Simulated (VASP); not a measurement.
# AlN (P6_3mc) in VASP: a series of runs

One crystal, AlN, is run at these levels: PBEsol; tasks: dielectric tensor, phonons.

Program: VASP 6.6.1. These are calculated values, not measurements. Logs are shortened: lines on timing, memory, paths and dates and some standing lists are left out, and cuts for length are marked.

**Experimental background.**

From “Structural and optical properties of self-assembled AlN nanowires grown on SiO2/Si substrates by molecular beam epitaxy”, 2024, arxiv:2402.00216, for a bulk crystal of AlN at 0 K: band gap 6.0343 eV (an exciton energy, a little under the gap).

The runs below are set against these values where they give the same quantity.

### 1 The crystal as given

It takes space group P6_3mc (No. 186, hexagonal). Conventional cell: a = 3.113 Å, b = 3.113 Å, c = 4.982 Å, α = 90.00°, β = 90.00°, γ = 120.00°. Al (site symmetry 3m) has 4 N at 1.89 to 1.90 Å as nearest neighbours. Around N (site symmetry 3m) lie 4 Al at 1.89 to 1.90 Å.

### 2 Dielectric tensor, PBEsol

INCAR

```
SYSTEM = AlN
ALGO     = Normal         ! electronic algorithm
EDIFF    = 1E-8           ! SCF threshold, eV
ENCUT    = 600            ! plane-wave cutoff, eV
GGA      = PS             ! functional
ISIF     = 2              ! what is computed and relaxed
ISMEAR   = 0              ! smearing method
LASPH    = .True.         ! aspherical terms in the spheres
LCHARG   = .False.        ! write CHGCAR
LEPSILON = .True.         ! dielectric tensor by DFPT
LREAL    = .False.        ! projectors in reciprocal space
LWAVE    = .False.        ! write WAVECAR
NELM     = 80             ! most SCF steps
PREC     = Accurate       ! precision mode
SIGMA    = 0.03           ! smearing width, eV
```

KPOINTS

```
k-points
0
Gamma
  12 12 6
  0 0 0
```

POSCAR

```
AlN                                     
1.0
    3.1131018734      0.0000000000      0.0000000000
   -1.5565509367      2.6960253069      0.0000000000
    0.0000000000      0.0000000000      4.9818131039
  Al              N             
     2     2
Direct
     0.3333333332999970    0.6666666667000030    0.9989855796471616
     0.6666666667000030    0.3333333332999970    0.4989855796471616
     0.3333333332999970    0.6666666667000030    0.3810144203528409
     0.6666666667000030    0.3333333332999970    0.8810144203528409
```

Potentials or basis: VASP PAW PBE potentials, release 64 (Al, N).

On the command line:

```sh
> cat potpaw_PBE.64/Al/POTCAR potpaw_PBE.64/N/POTCAR > POTCAR
> mpirun -np 1 vasp_std > vasp.out
```

OUTCAR:

```text
SYSTEM = AlN
   EDIFF = 1E-8
   ENCUT = 600
   GGA = PS
   ISIF = 2
   ISMEAR = 0
   LASPH = .True.
   LEPSILON = .True.
   LREAL = .False.
   NELM = 80
   PREC = Accurate

 ion  position               nearest neighbor table
   1  0.333  0.667  0.999-   4 1.89   4 1.89   4 1.89   3 1.90   2 3.07   2 3.07   2 3.07   2 3.07
                             2 3.07   2 3.07
   2  0.667  0.333  0.499-   3 1.89   3 1.89   3 1.89   4 1.90   1 3.07   1 3.07   1 3.07   1 3.07
                             1 3.07   1 3.07
   3  0.333  0.667  0.381-   2 1.89   2 1.89   2 1.89   1 1.90
   4  0.667  0.333  0.881-   1 1.89   1 1.89   1 1.89   2 1.90

  LATTYP: Found a hexagonal cell.
 ALAT       =     3.1131018734
 C/A-ratio  =     1.6002730738

  Lattice vectors:

 A1 = (   3.1131018734,   0.0000000000,   0.0000000000)
 A2 = (  -1.5565509367,   2.6960253069,   0.0000000000)
 A3 = (   0.0000000000,   0.0000000000,   4.9818131039)

Analysis of symmetry for initial positions (statically):
=====================================================================
 Subroutine PRICEL returns:
 Original cell was already a primitive cell.

 Routine SETGRP: Setting up the symmetry group for a
 hexagonal supercell.

 Subroutine GETGRP returns: Found 12 space group operations
 (whereof  6 operations were pure point group operations)
 out of a pool of 24 trial point group operations.

The static configuration has the point symmetry C_3v.
 The point group associated with its full space group is C_6v.

Analysis of symmetry for dynamics (positions and initial velocities):
=====================================================================
 Subroutine PRICEL returns:
 Original cell was already a primitive cell.

 Routine SETGRP: Setting up the symmetry group for a
 hexagonal supercell.

 Subroutine GETGRP returns: Found 12 space group operations
 (whereof  6 operations were pure point group operations)
 out of a pool of 24 trial point group operations.

The dynamic configuration has the point symmetry C_3v.
 The point group associated with its full space group is C_6v.

 Subroutine INISYM returns: Found 12 space group operations
 (whereof  6 operations are pure point group operations),
 and found     1 'primitive' translations

----------------------------------------------------------------------------------------

                                     Primitive cell

  volume of cell :      41.8124

  direct lattice vectors                    reciprocal lattice vectors
     3.113101873  0.000000000  0.000000000     0.321223025  0.185458200  0.000000000
    -1.556550937  2.696025307  0.000000000     0.000000000  0.370916400  0.000000000
     0.000000000  0.000000000  4.981813104     0.000000000  0.000000000  0.200730132

  length of vectors
     3.113101873  3.113101873  4.981813104     0.370916400  0.370916400  0.200730132

  position of ions in fractional coordinates (direct lattice)
     0.333333333  0.666666667  0.998985580
     0.666666667  0.333333333  0.498985580
     0.333333333  0.666666667  0.381014420
     0.666666667  0.333333333  0.881014420

  ion indices of the primitive-cell ions
   primitive index   ion index
                 1           1
                 2           2
                 3           3
                 4           4

----------------------------------------------------------------------------------------

 KPOINTS: k-points

Automatic generation of k-mesh.
 Grid dimensions read from file:
 generate k-points for:   12   12    6

 Generating k-lattice:

  Cartesian coordinates                     Fractional coordinates (reciprocal lattice)
     0.026768585  0.015454850  0.000000000     0.083333333  0.000000000  0.000000000
     0.000000000  0.030909700  0.000000000     0.000000000  0.083333333  0.000000000
     0.000000000  0.000000000  0.033455022     0.000000000  0.000000000  0.166666667

  Length of vectors
     0.030909700  0.030909700  0.033455022

  Shift w.r.t. Gamma in fractional coordinates (k-lattice)
     0.000000000  0.000000000  0.000000000

 Subroutine IBZKPT returns following result:
 ===========================================

 Found     76 irreducible k-points:

[... 61 lines left out ...]
   EFERMI_NEDOS =   21; number of points for ismear=-14 and -15
   IALGO  =     38    algorithm
   IMIX   =      4    mixing-type and parameters
     AMIX     =   0.40;   BMIX     =  1.00
     AMIX_MAG =   1.60;   BMIX_MAG =  1.00
  volume/ion in A,a.u.               =      10.45        70.54
  Fermi-wavevector in a.u.,A,eV,Ry     =   1.188538  2.246012 19.219913  1.412624
  Thomas-Fermi vector in A             =   2.324666
   LORBIT       =      0    0 simple, 1 ext, 2 COOP (PROOUT), +10 PAW based schemes
   GGA     = PS    functional components
   LHFCALC =     F    Hartree Fock is set to
   AEXX    =    0.0000 exact exchange contribution
   IVDW    =     0    specifies the selected vdW correction
   LEPSILON=     T    determine dielectric tensor
   LRPA    =     F    only Hartree local field effects (RPA)
 non-spin polarized calculation
 Gauss-broadening in eV      SIGMA  =   0.03
  energy-cutoff  :      600.00
  volume of cell :       41.81
 maximum number of plane-waves:      1412
 NGX is ok and might be reduce to    28
   NGX = 13   NGY = 13   NGZ = 19

--------------------------------------- Ionic step        1  -------------------------------------------

 number of electron      15.9999999 magnetization

 E-fermi :   6.2065     XC(G=0): -11.1029

 val. band max:        6.0592042234   @ k =   0.0000   0.0000   0.0000
 cond. band min:      10.1764964420   @ k =   0.0000   0.0000   0.0000
 fundamental gap:      4.1172922185
 Fermi energy:         6.2064923162

 k-point     1 :       0.0000    0.0000    0.0000
  band No.  band energies     occupation
      1      -9.1089      2.00000
      2      -6.9263      2.00000
      3       0.0047      2.00000
      4       5.1786      2.00000
      5       5.1786      2.00000
      6       5.8334      2.00000
      7       5.8334      2.00000
      8       6.0592      2.00000
      9      10.1765      0.00000
     10      12.6103      0.00000
     11      16.5572      0.00000
     12      17.0806      0.00000
[... 331 lines left out ...]
 k-point    24 :       0.3333    0.0000    0.1667
  band No.  band energies     occupation
      1      -7.7687      2.00000
      2      -6.5137      2.00000
      3       1.0980      2.00000
      4       2.0761      2.00000
      5       2.6872      2.00000
      6       4.2619      2.00000
      7       5.2564      2.00000
      8       5.3888      2.00000
      9      11.7853      0.00000
     10      12.5815      0.00000
     11      14.4469      0.00000
     12      16.1200      0.00000

 [... further k-points ...]

  FORCE on cell =-STRESS in cart. coord.  units (eV):
  Direction    XX          YY          ZZ          XY          YZ          ZX
  --------------------------------------------------------------------------------------
  -------------------------------------------------------------------------------------
  Total       -0.0004007     -0.0004007      0.0041753      0.0000000      0.0000000     -0.0000000
  in kB       -0.0153528     -0.0153528      0.1599913      0.0000000      0.0000000     -0.0000000
  external PRESSURE =       0.0430952 kB  Pullay stress =       0.0000000 kB

 VOLUME and BASIS-vectors are now :
 -----------------------------------------------------------------------------
  energy-cutoff  :      600.00
  volume of cell :       41.81
      direct lattice vectors                 reciprocal lattice vectors
     3.113101873  0.000000000  0.000000000     0.321223025  0.185458200  0.000000000
    -1.556550937  2.696025307  0.000000000     0.000000000  0.370916400  0.000000000
     0.000000000  0.000000000  4.981813104     0.000000000  0.000000000  0.200730132

 POSITION                                       TOTAL-FORCE (eV/Angst)
 -----------------------------------------------------------------------------------
     -0.00000      1.79735      4.97676         0.000000     -0.000000      0.000598
      1.55655      0.89868      2.48585         0.000000      0.000000      0.000598
     -0.00000      1.79735      1.89814         0.000000     -0.000000     -0.000598
      1.55655      0.89868      4.38905        -0.000000      0.000000     -0.000598
 -----------------------------------------------------------------------------------
    total drift:                               -0.000000      0.000000      0.000422

  FREE ENERGIE OF THE ION-ELECTRON SYSTEM (eV)
  ---------------------------------------------------
  free  energy   TOTEN  =       -31.3157046644 eV

  energy  without entropy=      -31.3157046644  energy(sigma->0) =      -31.31570466

 HEAD OF MICROSCOPIC STATIC DIELECTRIC TENSOR (INDEPENDENT PARTICLE, excluding Hartree and local field effects)
 ------------------------------------------------------
           4.671043     0.000000     0.000000
           0.000000     4.671043     0.000000
          -0.000000    -0.000000     4.886841
 ------------------------------------------------------

 Free energy of the ion-electron system (eV)
  ---------------------------------------------------
  ---------------------------------------------------
  free energy    TOTEN  =        -0.43762163 eV

  energy without entropy =       -0.43762163

------------------------ aborting loop because EDIFF is reached ----------------------------------------

--------------------------------------- Ionic step        2  -------------------------------------------

------------------------ aborting loop because EDIFF is reached ----------------------------------------

--------------------------------------- Ionic step        3  -------------------------------------------

 Free energy of the ion-electron system (eV)
  ---------------------------------------------------
  ---------------------------------------------------
  free energy    TOTEN  =        -0.46505515 eV

  energy without entropy =       -0.46505515

------------------------ aborting loop because EDIFF is reached ----------------------------------------

 PIEZOELECTRIC TENSOR FIELD DIRECTION 3  (e Angst)
 -----------------------------------------------------------------------------
     0.67060  0.00000  0.00000           (  0.00325  0.00000  0.00000)
     0.00000  0.67060  0.00000           (  0.00000  0.00325  0.00000)
     0.00000  0.00000 -1.01101           (  0.00000  0.00000 -0.00262)

 PIEZOELECTRIC TENSOR FIELD DIRECTION 3  (C/m^2)
 -----------------------------------------------------------------------------
     0.25696  0.00000  0.00000
     0.00000  0.25696  0.00000
     0.00000  0.00000 -0.38740

 MACROSCOPIC STATIC DIELECTRIC TENSOR (including local field effects in DFT)
 ------------------------------------------------------
           4.484706     0.000000    -0.000000
           0.000000     4.484706     0.000000
           0.000000     0.000000     4.717778
 ------------------------------------------------------

 PIEZOELECTRIC TENSOR (including local field effects)  for field in x, y, z        (e  Angst)
          XX          YY          ZZ          XY          YZ          ZX
  --------------------------------------------------------------------------------
  x     0.00000    -0.00000     0.00000    -0.00000     0.00000     0.87053
  y    -0.00000     0.00000     0.00000     0.00000     0.87053     0.00000
  z     0.67060     0.67060    -1.01101     0.00000    -0.00000     0.00000

 PIEZOELECTRIC TENSOR (including local field effects)  for field in x, y, z        (C/m^2)
          XX          YY          ZZ          XY          YZ          ZX
  --------------------------------------------------------------------------------
  x     0.00000    -0.00000     0.00000    -0.00000     0.00000     0.33357
  y    -0.00000     0.00000     0.00000     0.00000     0.33357     0.00000
  z     0.25696     0.25696    -0.38740     0.00000    -0.00000     0.00000

 BORN EFFECTIVE CHARGES (including local field effects) (in |e|, cummulative output)
 ---------------------------------------------------------------------------------
 ion    1
    1     2.51180     0.00000     0.00000
    2     0.00000     2.51180    -0.00000
    3     0.00000     0.00000     2.67635
 ion    2
    1     2.51180    -0.00000     0.00000
    2     0.00000     2.51180     0.00000
    3     0.00000     0.00000     2.67635
 ion    3
    1    -2.51180     0.00000     0.00000
    2     0.00000    -2.51180    -0.00000
    3    -0.00000     0.00000    -2.67635
 ion    4
    1    -2.51180     0.00000     0.00000
    2     0.00000    -2.51180     0.00000
    3     0.00000    -0.00000    -2.67635
```

Wall time 4.4 min (1 thread of Intel Xeon Platinum 8559C (Emerald Rapids), shared host); peak memory 0.48 GiB.

Results:

```yaml
Band_gap_on_the_k_mesh: 4.12 eV, direct
Electronic_dielectric_tensor_diagonal: 4.48, 4.48, 4.72
Born_charges_mean_of_the_diagonal: Al +2.57; N -2.57 e
```

Levels at points of the mesh, in eV from the valence-band top:
```
           k point  band 5  band 6  band 7  band 8  band 9  band 10  band 11  band 12
(0.00, 0.00, 0.00)   -0.88   -0.23   -0.23    0.00    4.12     6.55    10.50    11.02
(0.50, 0.00, 0.00)   -3.38   -2.12   -1.81   -0.70    5.67     5.67     8.07    10.16
(0.00, 0.00, 0.50)   -0.56   -0.56   -0.56   -0.56    6.37     6.37    10.20    10.20
(0.50, 0.00, 0.50)   -1.49   -1.49   -1.38   -1.38    5.17     5.17     9.12     9.12
```

Electronic dielectric tensor:
```
4.48 0.00 0.00
0.00 4.48 0.00
0.00 0.00 4.72
```

Born effective charge tensors (e):
atom 1, Al
```
2.51 0.00 0.00
0.00 2.51 0.00
0.00 0.00 2.68
```
atom 2, Al
```
2.51 0.00 0.00
0.00 2.51 0.00
0.00 0.00 2.68
```
atom 3, N
```
-2.51  0.00  0.00
 0.00 -2.51  0.00
 0.00  0.00 -2.68
```
atom 4, N
```
-2.51  0.00  0.00
 0.00 -2.51  0.00
 0.00  0.00 -2.68
```

Caveat: the PAW data sets were made with another functional, which shifts forces and pressure a little.

(Part 1 of 3 ends here.)
